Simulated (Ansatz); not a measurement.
**CsH: the cell at several levels of theory**

The task here is to estimate one member of a computed series from the others.

Code: Ansatz 0.2.0. PAW datasets, plane waves, zero pressure. No spin polarisation and no zero-point or thermal motion; the cell was built from a prototype and may be hypothetical.

**Starting point**

This is the cell as the run starts from it, not yet at rest; its lengths are not the crystal's.

The symmetry is P6_3/mmc (No. 194, hexagonal); a = 3.957 Å, c = 6.451 Å in the conventional setting, 21.87 Å³ an atom. Cs has 6 H at 2.80 Å; H has 6 Cs at 2.80 Å.

Structure file:

```
CELL_PARAMETERS angstrom
3.95747 0.00000 0.00000
-1.97874 3.42727 0.00000
0.00000 0.00000 6.45068
ATOMIC_POSITIONS crystal
Cs 0.00000 0.00000 0.00000
Cs 0.00000 0.00000 0.50000
H 0.33333 0.66667 0.25000
H 0.66667 0.33333 0.75000
```

The first run:

File input.yaml:

```yaml
crystal:
  lattice:
    - [3.95747097, 0.0, 0.0]
    - [-1.978735485, 3.4272703948, 0.0]
    - [0.0, 0.0, 6.4506776811]
  atoms:
    - { symbol: Cs, position: [0.0, 0.0, 0.0] }
    - { symbol: Cs, position: [0.0, 0.0, 0.5] }
    - { symbol: H, position: [0.3333333333, 0.6666666667, 0.25] }
    - { symbol: H, position: [0.6666666667, 0.3333333333, 0.75] }
kpoints:
  mp_grid: { grid: [6, 6, 4] }
hamiltonian:
  xc: pbe
scf:
  occupations: { method: fermi_dirac, width: 0.02 }
relax:
  f_tol: 0.005
  cell: {}
```

Started as:

```sh
$ ansatz run input.yaml --threads 2 --pin off --max-ram 2211MiB --backend cpu --events-out ev --progress --plain --runs-dir out
```

Among the steps run: PBE: cell and atoms; Relaxing with r2SCAN; Relaxing with PBEsol; Relaxation with LDA; HSE06: cell and atoms.

One table of the session follows, with a row left open; its other results are not shown here.

```
 level  a (Å)  c (Å)  volume (Å³/atom)
   PBE  4.418  7.894            33.361
r2SCAN  4.368  7.849            32.426
PBEsol  4.286  7.688            30.581
   LDA      ?      ?                 ?
 HSE06  4.398  7.854            32.887
```

Q: Estimate the row for LDA from the others.

The run gave: a (Å): 4.168; c (Å): 7.515; volume (Å³/atom): 28.271. In the column «a (Å)» it is the lowest.

LDA gives the smallest cell and PBE the largest; they differ by 18.0 % in volume, a mean of 5.7 % in length. The meshes differ: PBE 6×6×4, r2SCAN 6×6×4, PBEsol 6×6×4, LDA 6×6×4, HSE06 6×6×2.
